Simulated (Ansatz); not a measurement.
H started on an O site in cubic perovskite BaTiO3, 40 atoms, charge −1

The calculation used DFT, PBEsol, PAW, plane waves in Ansatz 0.2.0.

Command:

```sh
ansatz run in.yaml --threads 7 --pin off --max-ram 13300MiB --runs-dir r --events-out ev --progress --plain
```

The input less its lattice and atoms:

```yaml
crystal:
  symmetry: { detect: false }
kpoints:
  mp_grid: { grid: [1, 1, 1], shift: [0.25, 0.25, 0.25] }
hamiltonian:
  xc: pbesol
total_charge: -1
scf:
  occupations: { method: fermi_dirac, width: 0.01 }
relax:
  f_tol: 0.03
  max_steps: 80
  escape_saddle: false
  adjacent_minimum: "off"
output:
  forces: true
  eigenvalues: true
  populations: true
  charged_corrections: { epsilon: 300 }
```

Start:

```xyz
40
Lattice="7.9404 0.0000 0.0000 0.0000 7.9404 0.0000 0.0000 0.0000 7.9404" Properties=species:S:1:pos:R:3 pbc="T T T"
Ba    0.0035    7.9336    0.0025
Ba    0.0027    0.0124    4.0037
Ba    7.9330    3.9828    7.9289
Ba    7.9385    3.9735    3.9672
Ba    3.9550    0.0015    7.9266
Ba    3.9345    7.9184    3.9810
Ba    3.9875    3.9725    0.0094
Ba    4.0182    3.9629    4.0063
Ti    1.9797    1.9114    2.0082
Ti    1.9730    1.9579    5.9704
Ti    1.9511    5.9723    1.9804
Ti    2.0231    5.9360    5.9653
Ti    5.9564    1.9526    1.9717
Ti    5.9280    2.0139    5.9612
Ti    5.9374    5.9785    1.9687
Ti    5.9556    5.9759    5.9371
O     1.9636    1.9922    0.0181
O     2.0097    5.9644    7.9089
O     1.9996    5.9512    3.9554
O     5.9521    1.9895    7.9123
O     5.9531    1.9255    3.9568
O     5.9365    5.9505    7.8990
O     5.9594    5.9454    3.9603
O     7.9231    1.9567    1.9496
O     7.9333    1.9773    5.9123
O     0.0022    5.9375    1.9825
O     0.0067    5.9467    5.9283
O     3.9676    1.9761    1.9526
O     3.9340    1.9747    5.9596
O     3.9400    5.9699    2.0019
O     3.9923    5.9366    5.9333
O     1.9628    7.9079    1.9964
O     1.9625    7.9206    5.9585
O     1.9929    3.9701    1.9962
O     1.9604    3.9425    5.9788
O     5.9849    7.9071    1.9578
O     5.9349    0.0286    5.9418
O     5.9428    3.9808    1.9923
O     5.9505    3.9616    5.9411
H     1.9828    1.9527    3.9613
```

Steps:

| step | energy less the first (eV) | largest force component (eV/Å) |
| --- | --- | --- |
| start | 0.000 | 2.787 |
| 1 | -0.096 | 1.262 |
| 2 | -0.599 | 0.302 |
| 3 | -0.615 | 0.075 |
| 4 | -0.616 | 0.126 |
| 5 | -0.616 | 0.103 |
| 6 | -0.619 | 0.036 |
| 7 | -0.621 | 0.035 |
| 8 | -0.622 | 0.041 |
| 9 | -0.623 | 0.050 |
| 10 | -0.625 | 0.037 |
| 11 | -0.626 | 0.051 |
| 12 | -0.627 | 0.022 |

A structure on the way, about -0.10 eV from the start:

```
Ba Ti O H
1.0
     7.94042    0.00000    0.00000
     0.00000    7.94042    0.00000
     0.00000    0.00000    7.94042
Ba Ti O H
8 8 23 1
Cartesian
  7.9228 0.0205 7.8885
  7.7976 7.8227 4.0012
  0.0452 3.9325 0.0242
  7.8932 4.0545 3.9380
  3.9824 0.0011 7.9312
  4.1056 7.8443 3.9598
  3.8940 3.9365 0.0775
  3.9734 4.0403 3.8549
  1.9828 1.9481 1.9238
  1.9921 1.9869 6.0119
  1.9721 5.9698 2.0030
  1.9949 5.9525 5.9714
  5.9615 1.9628 1.9893
  5.9503 1.9860 5.9642
  5.9495 5.9703 1.9871
  5.9447 5.9573 5.9600
  1.9762 1.9608 7.9326
  1.9934 5.9693 7.9258
  1.9934 5.9661 3.9752
  5.9595 1.9768 7.9259
  5.9459 1.9600 3.9624
  5.9461 5.9400 7.9263
  5.9501 5.9507 3.9785
  7.9345 1.9696 2.0191
  0.0223 1.9809 5.8858
  0.0143 5.9593 1.9739
  7.9247 5.9451 5.9525
  3.9654 1.9506 2.0138
  3.9508 1.9830 5.8988
  3.9684 5.9812 1.9840
  3.9687 5.9413 5.9380
  1.9759 7.9385 2.0270
  1.9853 0.0127 5.9100
  1.9757 3.9684 2.0416
  1.9792 3.9617 5.9110
  5.9624 7.9127 1.9697
  5.9361 7.9346 5.9629
  5.9523 3.9760 1.9868
  5.9366 3.9405 5.9378
  1.9857 1.9566 3.9588
```

End:

```
Ba Ti O H
1.0
     7.94042    0.00000    0.00000
     0.00000    7.94042    0.00000
     0.00000    0.00000    7.94042
Ba Ti O H
8 8 23 1
Direct
  0.99870 0.99596 0.99912
  0.99867 0.99682 0.49982
  0.99814 0.50033 0.99927
  0.99889 0.49957 0.49926
  0.50311 0.99530 0.99927
  0.50172 0.99672 0.49928
  0.50248 0.49973 0.99943
  0.50159 0.49972 0.49872
  0.25235 0.24823 0.23782
  0.25025 0.24609 0.76082
  0.25050 0.74914 0.25004
  0.25081 0.74439 0.74806
  0.75410 0.24752 0.25030
  0.74933 0.24779 0.74831
  0.75071 0.74767 0.24929
  0.75067 0.74759 0.74910
  0.24874 0.24965 0.99933
  0.24989 0.74808 0.99927
  0.24994 0.74865 0.49959
  0.75023 0.24851 0.99968
  0.74969 0.24846 0.49932
  0.74982 0.74858 0.99950
  0.74970 0.74866 0.49950
  0.99969 0.24876 0.25384
  0.00179 0.25273 0.74535
  0.99809 0.75109 0.24971
  0.99876 0.75023 0.75006
  0.49384 0.25120 0.25439
  0.49630 0.25025 0.74577
  0.49822 0.74976 0.24959
  0.49876 0.75144 0.74973
  0.24823 0.00212 0.25295
  0.24722 0.00452 0.74440
  0.24567 0.49663 0.25331
  0.24964 0.49869 0.74495
  0.74706 0.99969 0.24924
  0.74876 0.00027 0.74930
  0.74830 0.49970 0.24884
  0.74741 0.50038 0.74924
  0.24914 0.24828 0.49935
```

The calculation finished and met its thresholds.

Time: 45 s of wall time on 7 threads of a Neoverse-V2 processor, on a host shared with other runs; peak host memory 1.1 GiB.

How much energy did the relaxation gain, and which atom moved most?

0.63 eV in 12 steps, from a start with small random displacements (the gain also holds any tilting of the ideal host); atom 9 (Ti) moved 0.14 Å, the median atom 0.04 Å (drift of the whole cell removed).

The run had no spin, and a state with a moment may lie lower. The one k point has no symmetry partners, which can distort the end along one axis.
